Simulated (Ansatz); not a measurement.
## Ni: do energies and stresses tell the same story?

Method: DFT PBE, scalar-relativistic, plane waves, PAW in Ansatz.

Plane waves to 420 eV, a k mesh through Γ of 22×22×22 on the computed 1-atom cell and Gaussian smearing (0.10 eV); collinear spin from starting moments 0.64 μB.

Relaxed cell: Im-3m, a = 2.800 Å, b = 2.800 Å, c = 2.800 Å, α = 90.00°, β = 90.00°, γ = 90.00°, 1 atom in the primitive cell. This bcc form isn't the element's structure at ambient conditions.

Energies at zero smearing and pressures from the stress tensor, at volumes with shape and atoms relaxed:
| V (Å³/atom) | E − E(first) (meV/atom) | P (GPa) |
| --- | --- | --- |
| 9.664 | 0.00 | 33.13 |
| 9.993 | -57.13 | 22.63 |
| 10.323 | -94.30 | 13.75 |
| 10.652 | -114.60 | 6.27 |
| 10.982 | -120.71 | -0.01 |
| 11.311 | -114.90 | -5.28 |
| 11.641 | -99.14 | -9.69 |
| 12.080 | -65.51 | -14.46 |

Question: Check P = −dE/dV between neighbouring volumes, and get the bulk modulus from the pressures alone.

Answer: With 1 eV/Å³ = 160.2 GPa:
```tsv
middle V (Å³/atom)	−ΔE/ΔV (GPa)	mean P (GPa)
9.829	27.785	27.880
10.158	18.074	18.189
10.487	9.876	10.013
10.817	2.968	3.129
11.146	-2.825	-2.650
11.476	-7.663	-7.488
11.860	-12.269	-12.076
```

The two differ by 0.19 GPa at most. The mean of two end pressures misses the average over a step by about ΔV² P″/12, up to 0.15 GPa here; with that taken off 0.11 GPa remains. The stress is the derivative of the free energy, not of the energy at zero smearing, and with free energies 0.00 GPa remains. Around V = 10.982 Å³/atom, the two neighbours give B = −V ΔP/ΔV = 10.982 × 11.56 / 0.659 = 192.6 GPa, against B0 = 192.2 GPa from the Birch–Murnaghan fit of the energies.

Only this magnetic start was tried.